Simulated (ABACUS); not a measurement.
Runs of ABACUS 3.10.1 on Al. Symmetry: Fm-3m, No. 225, cubic system. The conventional cell has a = 4.050 Å, b = 4.050 Å, c = 4.050 Å, α = 90.00°, β = 90.00°, γ = 90.00°. Al (site symmetry m-3m) has 12 Al at 2.86 Å as nearest neighbours. 

```tsv
task	level	potentials or basis	cell	k mesh	cutoff (eV)	threshold of the eigensolver	path	points for each segment of the path	SCF threshold on the density	eigensolver	gap on the mesh (eV)	pressure (GPa)	V0 of scaled cells (Å³/atom)	relaxed volume (Å³/atom)	B0 (GPa)
equation of state	LDA-PW92	GBRV ultrasoft 1.5 LDA, plane waves	as given	9 × 9 × 9	544	-	-	-	1e-08	dav	-	-	(a)	-	(c)
single point	LDA	PseudoDojo NC SR 0.4.1 LDA standard, DZP LCAO (the cutoffs set its grid)	as given	10 × 10 × 10	1361	-	-	-	1e-07	genelpa	none	-3.4	-	-	-
single point	WC	SG15 ONCV 1.2 PBE, plane waves	as given	9 × 9 × 9	816	-	-	-	1e-08	dav	none	-2.4	-	-	-
single point	RPBE	SG15 ONCV 1.2 PBE, plane waves	as given	9 × 9 × 9	816	-	-	-	1e-08	dav	none	0.9	-	-	-
relaxation of cell and atoms	RPBE	SG15 ONCV 1.2 PBE, plane waves	relaxed	9 × 9 × 9	816	-	-	-	1e-08	dav	none	-0.1	-	16.81	-
single point	LDA-PW92	GBRV ultrasoft 1.5 LDA, plane waves	as given	9 × 9 × 9	544	-	-	-	1e-08	dav	none	-3.5	-	-	-
equation of state	LDA	PseudoDojo NC SR 0.4.1 LDA standard, DZP LCAO (the cutoffs set its grid)	as given	10 × 10 × 10	1361	-	-	-	1e-07	genelpa	-	-	15.80	-	77
relaxation of cell and atoms	WC	SG15 ONCV 1.2 PBE, plane waves	relaxed	9 × 9 × 9	816	-	-	-	1e-08	dav	none	0.0	-	(b)	-
```

Alike in all rows: no spin polarisation; smearing fermi-dirac 0.05 eV.

**Question.** Estimate the missing entries.

**Answer.** (a) 15.87; (b) 16.12; (c) 85.

Caveats: the potentials were made for another functional, which shifts forces and pressure (some runs); the atomic orbitals were generated for these runs and aren't a published set (some runs); the basis of atomic orbitals isn't converged, which shifts pressures, moduli and gaps (some runs).

A gap of «none» marks a metal or a gap under the smearing width.

The runs don't all hold the same shells in valence.
